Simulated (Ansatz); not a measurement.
# MgS: the cost of one run

Computed with Ansatz 0.2.0 (reference: DFT, PBE, plane waves, PAW, unless a step's input says otherwise).

### Step 1. The structure to begin with

The structure is hexagonal, space group P6_3/mmc (No. 194). The conventional cell has a = 3.645 Å, b = 3.645 Å, c = 6.147 Å, α = 90.00°, β = 90.00°, γ = 120.00°. Around Mg (site symmetry -3m) lie 6 S at 2.61 Å. S (site symmetry -6m2) has 6 Mg at 2.61 Å as nearest neighbours.

Structure file:

```cif
data_structure
_symmetry_space_group_name_H-M 'P6_3/mmc'
_symmetry_Int_Tables_number 194
_cell_length_a 3.6454
_cell_length_b 3.6454
_cell_length_c 6.1474
_cell_angle_alpha 90.000
_cell_angle_beta 90.000
_cell_angle_gamma 120.000
_cell_volume 70.75
loop_
_atom_site_label
_atom_site_type_symbol
_atom_site_symmetry_multiplicity
_atom_site_Wyckoff_symbol
_atom_site_fract_x
_atom_site_fract_y
_atom_site_fract_z
_atom_site_occupancy
Mg1 Mg 2 a 0.00000 0.00000 0.00000 1
S1 S 2 c 0.33333 0.66667 0.25000 1
```

### Step 2. The reference run

input.yaml reads:

```yaml
crystal:
  lattice:
    - [3.6454348056, 0.0, 0.0]
    - [-1.8227174028, 3.1570391495, 0.0]
    - [0.0, 0.0, 6.1473560907]
  atoms:
    - { symbol: Mg, position: [0.0, 0.0, 0.0] }
    - { symbol: Mg, position: [0.0, 0.0, 0.5] }
    - { symbol: S, position: [0.3333333333, 0.6666666667, 0.25] }
    - { symbol: S, position: [0.6666666667, 0.3333333333, 0.75] }
kpoints:
  mp_grid: { grid: [6, 6, 4] }
hamiltonian:
  xc: pbe
scf:
  occupations: { method: fixed }
  n_extra_bands: 5
output:
  forces: true
  stress: true
  eigenvalues: true
  write_density: true
  write_potential: true
  elf: true
  volumetric_format: npy
```

Started as:

```console
ansatz run input.yaml --threads 4 --pin off --max-ram 3686MiB --backend cpu --events-out ev --progress --plain --runs-dir out
```

Q: Estimate wall time and peak memory on 4 threads of Intel Xeon Platinum 8259CL at 2.50GHz (Skylake/Cascade Lake), shared host.

About 1 s, with a peak of 0.4 GiB.
